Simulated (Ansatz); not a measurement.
# ZrO2: a single-point run

The task is a single point on ZrO2 that gives the gradients at the nuclei.

Computed with Ansatz 0.2.0 (Kohn-Sham DFT, with the functional, basis and potentials that each input names (as first typed), unless a step's input says otherwise).

## 1. The system as given

Symmetry: Fm-3m, No. 225, cubic system. Conventional cell: a = 5.090 Å, b = 5.090 Å, c = 5.090 Å, α = 90.00°, β = 90.00°, γ = 90.00°. Zr (site symmetry m-3m) is surrounded by 8 O at 2.20 Å. Around O (site symmetry -43m) lie 4 Zr at 2.20 Å.

Structure file:

```
CELL_PARAMETERS angstrom
0.00000 2.54507 2.54507
2.54507 0.00000 2.54507
2.54507 2.54507 0.00000
ATOMIC_POSITIONS crystal
Zr 0.00000 0.00000 0.00000
O 0.25000 0.25000 0.25000
O 0.75000 0.75000 0.75000
```

## 2. Input and run

File input.yaml:

```yaml
crystal:
  lattice:
    - [0.0, 2.5450727058, 2.5450727058]
    - [2.5450727058, 0.0, 2.5450727058]
    - [2.5450727058, 2.5450727058, 0.0]
  atoms:
    - { symbol: Zr, position: [0.0, 0.0, 0.0] }
    - { symbol: O, position: [0.25, 0.25, 0.25] }
    - { symbol: O, position: [0.75, 0.75, 0.75] }
kpoints:
  mp_grid: { grid: [6, 6, 6] }
scf:
  occupations: { method: fermi_dirac, width: 0.02 }
  max_iter: 60
hamiltonian:
  xc: pbe
  pseudopotentials: { kind: paw }
  hubbard: { sites: [{ species: Zr, l: d, u_eff: 20.0 }] }
output:
  forces: true
  stress: true
  populations: true
  efg:
    quadrupole_moments_barn: { Zr: -0.176, O: -0.02558 }
    contact_densities: true
```

Launch:

```sh
$ ansatz run input.yaml --threads 1 --pin off --max-ram 2560MiB --backend cpu --events-out ev --progress --plain --runs-dir out
```

Q: Will this input give a usable result? If not, why, and what should change?

The run converged and reported no error, with warnings (gradients without spin orbit). It gives a pressure of 40 GPa, which is large; a structure far from rest gives such values too, whatever the setting.

In the input, hamiltonian.hubbard.sites is [{species: Zr, l: d, u_eff: 20.0}]. The U is far outside the few eV that correlated shells need; it reshapes the shell's occupations.

Run again and compare: delete hamiltonian.hubbard.sites.
